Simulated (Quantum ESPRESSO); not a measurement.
# Mo (Im-3m) in Quantum ESPRESSO: further runs

One crystal, Mo, is run at these levels: PBEsol+U, LDA, PBE, PBEsol; tasks: Hubbard U by linear response, phonons.

Program: Quantum ESPRESSO 7.5. These are calculated values, not measurements. Logs are shortened: lines on timing, memory, paths and dates and some standing lists are left out, and cuts for length are marked.

## (1) The crystal as given

The structure is cubic, space group Im-3m (No. 229). The conventional cell has a = 3.168 Å, b = 3.168 Å, c = 3.168 Å, α = 90.00°, β = 90.00°, γ = 90.00°. Mo (site symmetry m-3m) has 8 Mo at 2.74 Å as nearest neighbours.

## (2) Hubbard U by linear response, PBEsol+U

File pw.in:

```
&CONTROL
  calculation = 'scf'
  prefix = 'pwscf'
  outdir = './tmp'
  pseudo_dir = './pseudo'
  tprnfor = .true.
  tstress = .true.
  disk_io = 'low'
/
&SYSTEM
  ibrav = 0
  nat = 1
  ntyp = 1
  ecutwfc = 45
  ecutrho = 360
  nbnd = 16
  occupations = 'smearing'
  smearing = 'mv'
  degauss = 0.01469973
/
&ELECTRONS
  conv_thr = 2d-10
  electron_maxstep = 120
  mixing_beta = 0.3
/
ATOMIC_SPECIES
Mo    95.9500 mo_pbesol_v1.uspp.F.UPF
CELL_PARAMETERS angstrom
  -1.5838089719    1.5838089719    1.5838089719
   1.5838089719   -1.5838089719    1.5838089719
   1.5838089719    1.5838089719   -1.5838089719
ATOMIC_POSITIONS angstrom
Mo     0.0000000000    0.0000000000    0.0000000000
K_POINTS automatic
10 10 10 0 0 0
HUBBARD {ortho-atomic}
U Mo-4d 8.0
```

File scf2.in:

```
&CONTROL
  calculation = 'scf'
  prefix = 'pwscf'
  outdir = './tmp'
  pseudo_dir = './pseudo'
  tprnfor = .true.
  tstress = .true.
  disk_io = 'low'
/
&SYSTEM
  ibrav = 0
  nat = 1
  ntyp = 1
  ecutwfc = 45
  ecutrho = 360
  nbnd = 16
  occupations = 'smearing'
  smearing = 'mv'
  degauss = 0.01469973
/
&ELECTRONS
  conv_thr = 1d-13
  electron_maxstep = 120
  mixing_beta = 0.3
  startingpot = 'file'
  startingwfc = 'file'
/
ATOMIC_SPECIES
Mo    95.9500 mo_pbesol_v1.uspp.F.UPF
CELL_PARAMETERS angstrom
  -1.5838089719    1.5838089719    1.5838089719
   1.5838089719   -1.5838089719    1.5838089719
   1.5838089719    1.5838089719   -1.5838089719
ATOMIC_POSITIONS angstrom
Mo     0.0000000000    0.0000000000    0.0000000000
K_POINTS automatic
10 10 10 0 0 0
HUBBARD {ortho-atomic}
U Mo-4d 8.0
```

File hp.in:

```
&INPUTHP
  prefix = 'pwscf'
  outdir = './tmp'
  nq1 = 2
  nq2 = 2
  nq3 = 2
  conv_thr_chi = 1d-06
  niter_max = 80
  iverbosity = 1
  alpha_mix(1) = 0.15
/
```

Potentials or basis: GBRV 1.5 PBEsol.

Started as:

```bash
$ OMP_NUM_THREADS=1 pw.x -in pw.in > pw.out
$ OMP_NUM_THREADS=1 pw.x -in scf2.in > scf2.out
$ OMP_NUM_THREADS=1 hp.x -in hp.in > hp.out
```

pw.out:

```text
This program is part of the open-source Quantum ESPRESSO suite
     for quantum simulation of materials; please cite
[... 9 lines left out ...]
     --------------------
     sticks:   dense  smooth     PW     G-vecs:    dense   smooth      PW
     Sum         727     363    139                12479     4321    1061

     Using Slab Decomposition

     bravais-lattice index     =            0
     lattice parameter (alat)  =       5.1840  a.u.
     unit-cell volume          =     107.2420 (a.u.)^3
     number of atoms/cell      =            1
     number of atomic types    =            1
     number of electrons       =        14.00
     number of Kohn-Sham states=           16
     kinetic-energy cutoff     =      45.0000  Ry
     charge density cutoff     =     360.0000  Ry
     scf convergence threshold =      2.0E-10
     mixing beta               =       0.3000
     number of iterations used =            8  plain     mixing
     Exchange-correlation= SLA  PW   PSX  PSC
                           (   1   4  10   8   0   0   0)
     Hubbard projectors: ortho-atomic
     Hubbard parameters of DFT+U (Dudarev formulation) in eV:
     U(Mo-4d) =  8.0000

     Internal variables: lda_plus_u =T, lda_plus_u_kind = 0

     Internal variables: orbital_resolved =F, hub_pot_fix =F, apply_U = F

     celldm(1)=   5.183968  celldm(2)=   0.000000  celldm(3)=   0.000000
     celldm(4)=   0.000000  celldm(5)=   0.000000  celldm(6)=   0.000000

     crystal axes: (cart. coord. in units of alat)
               a(1) = (  -0.577350   0.577350   0.577350 )
               a(2) = (   0.577350  -0.577350   0.577350 )
               a(3) = (   0.577350   0.577350  -0.577350 )

     reciprocal axes: (cart. coord. in units 2 pi/alat)
               b(1) = ( -0.000000  0.866025  0.866025 )
               b(2) = (  0.866025 -0.000000  0.866025 )
               b(3) = (  0.866025  0.866025  0.000000 )

     PseudoPot. # 1 for Mo read from file:
     mo_pbesol_v1.uspp.F.UPF
     Pseudo is Ultrasoft + core correction, Zval = 14.0
     Generated by new atomic code, or converted to UPF format
     Using radial grid of  889 points,  6 beta functions with:
                l(1) =   0
                l(2) =   0
                l(3) =   1
                l(4) =   1
                l(5) =   2
                l(6) =   2
     Q(r) pseudized with  6 coefficients,  rinner =    1.000   1.000   1.000
                                                       1.000   1.000

     atomic species   valence    mass     pseudopotential
     Mo               14.00    95.95000     Mo( 1.00)

     48 Sym. Ops., with inversion, found

   Cartesian axes

     site n.     atom                  positions (alat units)
         1        Mo     tau(   1) = (   0.0000000   0.0000000   0.0000000  )

     number of k points=    47  Marzari-Vanderbilt smearing, width (Ry)=  0.0147
                       cart. coord. in units 2pi/alat
        k(    1) = (   0.0000000   0.0000000   0.0000000), wk =   0.0020000
        k(    2) = (   0.0866025   0.0866025   0.0000000), wk =   0.0240000
        k(    3) = (   0.1732051   0.1732051   0.0000000), wk =   0.0240000
        k(    4) = (   0.2598076   0.2598076   0.0000000), wk =   0.0240000
        k(    5) = (   0.3464102   0.3464102   0.0000000), wk =   0.0240000
        k(    6) = (  -0.4330127  -0.4330127   0.0000000), wk =   0.0120000
[... 39 lines left out ...]
        k(   46) = (  -0.8660254  -0.0866025  -0.0866025), wk =   0.0240000
        k(   47) = (  -0.8660254  -0.8660254  -0.8660254), wk =   0.0020000

     Dense  grid:    12479 G-vectors     FFT dimensions: (  32,  32,  32)

     Smooth grid:     4321 G-vectors     FFT dimensions: (  24,  24,  24)

     Initial potential from superposition of free atoms

     starting charge      13.9990, renormalised to      14.0000

     STARTING HUBBARD OCCUPATIONS:

     =================== HUBBARD OCCUPATIONS ===================
     ------------------------ ATOM    1 ------------------------
     Tr[ns(  1)] =   4.00000
     eigenvalues:
       0.400  0.400  0.400  0.400  0.400
     eigenvectors (columns):
       1.000  0.000  0.000  0.000  0.000
       0.000  1.000  0.000  0.000  0.000
       0.000  0.000  1.000  0.000  0.000
       0.000  0.000  0.000  1.000  0.000
       0.000  0.000  0.000  0.000  1.000
     occupation matrix ns (before diag.):
       0.400  0.000  0.000  0.000  0.000
       0.000  0.400  0.000  0.000  0.000
       0.000  0.000  0.400  0.000  0.000
       0.000  0.000  0.000  0.400  0.000
       0.000  0.000  0.000  0.000  0.400

     Number of occupied Hubbard levels =    4.0000

     Atomic wfc used for Hubbard projectors are orthogonalized

     Starting wfcs are   13 randomized atomic wfcs +    3 random wfcs

     Self-consistent Calculation

     iteration #  1     ecut=    45.00 Ry     beta= 0.30
     Davidson diagonalization with overlap
     ethr =  1.00E-02,  avg # of iterations =  4.9

     =================== HUBBARD OCCUPATIONS ===================
     ------------------------ ATOM    1 ------------------------
     Tr[ns(  1)] =   4.59707
     eigenvalues:
       0.380  0.380  0.513  0.513  0.513
     eigenvectors (columns):
       0.199  0.980 -0.000  0.000  0.000
       0.000  0.000  0.294  0.691 -0.660
       0.000 -0.000  0.392  0.543  0.743
      -0.980  0.199  0.000 -0.000 -0.000
      -0.000 -0.000 -0.872  0.477  0.112
     occupation matrix ns (before diag.):
       0.380 -0.000  0.000  0.000  0.000
      -0.000  0.513 -0.000  0.000  0.000
       0.000 -0.000  0.513  0.000  0.000
       0.000  0.000  0.000  0.380 -0.000
       0.000  0.000  0.000 -0.000  0.513

     Number of occupied Hubbard levels =    4.5971

     Threshold (ethr) on eigenvalues was too large:
     Diagonalizing with lowered threshold

     Davidson diagonalization with overlap
     ethr =  4.33E-04,  avg # of iterations =  1.4

     total energy              =    -138.61053310 Ry
     estimated scf accuracy    <       0.06084498 Ry

     iteration #  2     ecut=    45.00 Ry     beta= 0.30
     Davidson diagonalization with overlap
     ethr =  4.35E-04,  avg # of iterations =  1.2
[... 123 lines left out ...]
     iteration # 16     ecut=    45.00 Ry     beta= 0.30
     Davidson diagonalization with overlap
     ethr =  8.15E-10,  avg # of iterations =  1.0

     negative rho (up, down):  7.429E-06 0.000E+00

     End of self-consistent calculation

     =================== HUBBARD OCCUPATIONS ===================
     ------------------------ ATOM    1 ------------------------
     Tr[ns(  1)] =   4.78173
     eigenvalues:
       0.239  0.239  0.638  0.638  0.638
     eigenvectors (columns):
       0.201  0.980 -0.000  0.000  0.000
       0.000  0.000  0.303  0.712 -0.633
       0.000 -0.000  0.388  0.515  0.764
      -0.980  0.201  0.000  0.000 -0.000
      -0.000 -0.000 -0.871  0.477  0.120
     occupation matrix ns (before diag.):
       0.239 -0.000  0.000  0.000  0.000
      -0.000  0.638 -0.000  0.000  0.000
       0.000 -0.000  0.638  0.000  0.000
       0.000  0.000  0.000  0.239 -0.000
       0.000  0.000  0.000 -0.000  0.638

     Number of occupied Hubbard levels =    4.7817

          k = 0.0000 0.0000 0.0000 (   555 PWs)   bands (ev):

   -40.1554 -13.4819 -13.4819 -13.4819  13.6219  18.5764  18.5764  18.5764
    24.6273  24.6273  35.5353  35.5353  35.5353  46.8563  46.8563  50.1098

          k = 0.0866 0.0866 0.0000 (   557 PWs)   bands (ev):

   -40.1320 -13.6203 -13.5254 -13.4828  14.0455  18.3372  18.5474  18.9841
    24.2794  24.6314  35.8334  36.2586  36.3287  44.3463  45.7468  49.5009
[... 8 lines left out ...]
   -39.9981 -14.3889 -13.7693 -13.4890  15.6864  17.1525  19.4894  21.8866
    23.6451  24.8755  34.7678  35.8369  41.1156  42.7249  43.7330  45.2811

          k = 0.3464 0.3464 0.0000 (   547 PWs)   bands (ev):

   -39.9434 -14.7118 -13.8727 -13.4921  15.5931  16.7081  21.3058  23.7166
    23.7998  25.1484  33.2805  33.4459  39.3727  43.6898  44.2689  46.9223

          k =-0.4330-0.4330 0.0000 (   546 PWs)   bands (ev):

   -39.9261 -14.8318 -13.9113 -13.4933  15.4704  16.5486  22.3692  23.8902
    24.6082  25.2959  32.2372  32.6653  37.9558  42.7389  46.0927  47.5648

          k = 0.1732 0.0866 0.0866 (   556 PWs)   bands (ev):

   -40.0899 -13.8615 -13.5752 -13.5165  14.7908  18.0856  18.2771  19.8851
    23.7849  24.7427  36.3916  37.0419  37.3771  42.4402  45.9607  46.0009

          k = 0.2598 0.1732 0.0866 (   549 PWs)   bands (ev):
[... 71 lines left out ...]
   -40.0492 -13.9732 -13.6837 -13.5932  15.4826  18.1423  18.6559  20.0144
    22.7279  25.2637  36.7616  37.4255  38.7375  40.2407  46.2542  46.4170

          k = 0.5196 0.3464 0.3464 (   547 PWs)   bands (ev):

   -39.8906 -14.3670 -14.3670 -13.7880  16.3113  18.0983  18.0983  24.9392
    24.9392  30.4952  31.2089  31.2089  35.3937  43.4934  43.4934  49.1984

          k =-0.0000-0.1732 0.3464 (   544 PWs)   bands (ev):

   -39.9774 -14.3679 -13.8188 -13.5907  16.1469  17.5701  19.4073  21.7589
    22.5447  25.4453  34.9071  36.5270  40.5140  42.0329  43.5904  45.5047

          k = 0.0866-0.0866 0.3464 (   550 PWs)   bands (ev):

   -39.9844 -14.2353 -13.8186 -13.6610  16.3939  18.4075  18.4376  21.3275
    22.0261  25.5641  35.6609  37.4077  39.6853  41.2880  43.5149  46.6301

          k = 0.0000-0.2598 0.4330 (   545 PWs)   bands (ev):
[... 36 lines left out ...]
   -39.8894 -14.3987 -14.1641 -13.9791  16.9298  17.1861  18.0998  25.2068
    25.4078  30.3799  30.6581  32.8213  33.2705  44.3363  46.2548  46.5240

          k = 0.0000 0.0000 0.3464 (   554 PWs)   bands (ev):

   -39.9921 -14.0384 -13.8030 -13.8030  16.5496  18.8709  18.8709  20.0414
    21.3877  25.6644  36.6167  38.0891  39.7027  39.7027  45.6141  45.6141

          k =-0.0000-0.0866 0.4330 (   550 PWs)   bands (ev):

   -39.9235 -14.3179 -13.9444 -13.8453  17.3463  18.7230  19.3220  20.9202
    21.4866  25.8163  35.2849  38.0592  39.1640  40.0048  45.5831  46.2488

          k = 0.0000-0.1732 0.5196 (   550 PWs)   bands (ev):

   -39.8714 -14.5768 -14.0539 -13.8310  17.2726  18.4039  19.7424  21.4794
    23.3712  26.5829  33.4711  36.7840  36.8948  40.4349  46.6519  48.3602

          k = 0.0866-0.0866 0.5196 (   544 PWs)   bands (ev):
[... 11 lines left out ...]
   -39.8310 -14.5677 -14.2412 -13.8948  17.8382  18.7501  19.3527  21.6290
    23.6654  28.4144  32.0257  34.2285  38.4612  40.1482  45.1218  48.5368

          k =-0.6928-0.1732-0.1732 (   547 PWs)   bands (ev):

   -39.8159 -14.4499 -14.4499 -13.8980  18.2937  18.7755  18.7755  22.8668
    22.8668  31.0771  31.3257  31.3257  40.0934  40.0934  43.0704  48.4018

          k =-0.0000-0.0000 0.5196 (   546 PWs)   bands (ev):

   -39.8582 -14.3077 -14.0923 -14.0923  18.3500  19.3995  20.0463  20.0463
    21.6093  25.9678  36.2841  37.1070  37.1070  39.6460  47.8145  48.4474

          k = 0.0000-0.0866 0.6062 (   541 PWs)   bands (ev):

   -39.8089 -14.4627 -14.2066 -14.1194  18.3592  18.7725  20.2771  20.9898
    23.1065  27.0614  33.7160  34.7397  38.0072  40.1495  46.3332  46.4055

          k =-0.8660-0.1732-0.1732 (   542 PWs)   bands (ev):
[... 16 lines left out ...]
   -39.7453 -14.4472 -14.3673 -14.3282  17.8572  17.9290  22.5017  22.7852
    23.9210  29.6339  30.2408  31.1511  40.5151  40.8202  41.6703  44.4903

          k =-0.8660-0.8660-0.8660 (   490 PWs)   bands (ev):

   -39.7278 -14.4105 -14.4105 -14.4105  17.6237  17.6237  23.8536  23.8536
    23.8536  29.7656  29.7656  29.7656  40.0647  41.2780  41.2780  43.9090

     the Fermi energy is    20.8634 ev

!    total energy              =    -138.64768633 Ry
     estimated scf accuracy    <          4.3E-11 Ry
     smearing contrib. (-TS)   =      -0.00026504 Ry
     internal energy E=F+TS    =    -138.64742129 Ry

     The total energy is F=E-TS. E is the sum of the following terms:
     one-electron contribution =     -18.93214086 Ry
     hartree contribution      =      18.05969293 Ry
     xc contribution           =     -19.23493158 Ry
     ewald contribution        =    -119.16105111 Ry
     Hubbard energy            =       0.62100933 Ry

     convergence has been achieved in  16 iterations

     negative rho (up, down):  7.429E-06 0.000E+00

     Forces acting on atoms (cartesian axes, Ry/au):

     atom    1 type  1   force =     0.00000000    0.00000000    0.00000000

     Total force =     0.000000     Total SCF correction =     0.000000

     Computing stress (Cartesian axis) and pressure

     negative rho (up, down):  7.429E-06 0.000E+00
          total   stress  (Ry/bohr**3)                   (kbar)     P=       89.36
   0.00060746  -0.00000000  -0.00000000           89.36       -0.00       -0.00
  -0.00000000   0.00060746  -0.00000000           -0.00       89.36       -0.00
  -0.00000000  -0.00000000   0.00060746           -0.00       -0.00       89.36

=------------------------------------------------------------------------------=
   JOB DONE.
=------------------------------------------------------------------------------=
```

Run time: 3.6 min. Hardware: 1 thread of Intel Xeon at 2.50GHz (Skylake/Cascade Lake), shared host; peak memory 0.08 GiB.

Results:

```
Free energy                    : -1886.3979 eV
Pressure                       : 8.9 GPa
Band gap on the k mesh         : none (metal or under the smearing width)
Hubbard U from linear response : 3.28 eV
```

Levels at points of the mesh, in eV from the Fermi level:
| k point | band 5 | band 6 | band 7 | band 8 | band 9 | band 10 |
| --- | --- | --- | --- | --- | --- | --- |
| (0.00, 0.00, 0.00) | -7.24 | -2.29 | -2.29 | -2.29 | 3.76 | 3.76 |
| (0.00, 0.00, -0.50) | -5.39 | -4.31 | 1.51 | 3.03 | 3.74 | 4.43 |
| (-0.50, -0.50, -0.50) | -3.24 | -3.24 | 2.99 | 2.99 | 2.99 | 8.90 |

Eigenvalues of the final occupation matrices:
```csv
site,spin,trace,eigenvalues
Mo 1 4d,each,2.39,0.24 0.24 0.64 0.64 0.64
```

Hubbard U from linear response:
| site | manifold | U (eV) |
| --- | --- | --- |
| 1 | Mo-4d | 3.28 |
On the first site the bare response is -0.835 and the screened one -0.207 eV⁻¹.

Caveat: the computed U isn't converged in cell size; U without spin polarisation on a metal has little footing; the U is typed as a test and isn't derived for this compound.

[end of part 1 of 3]
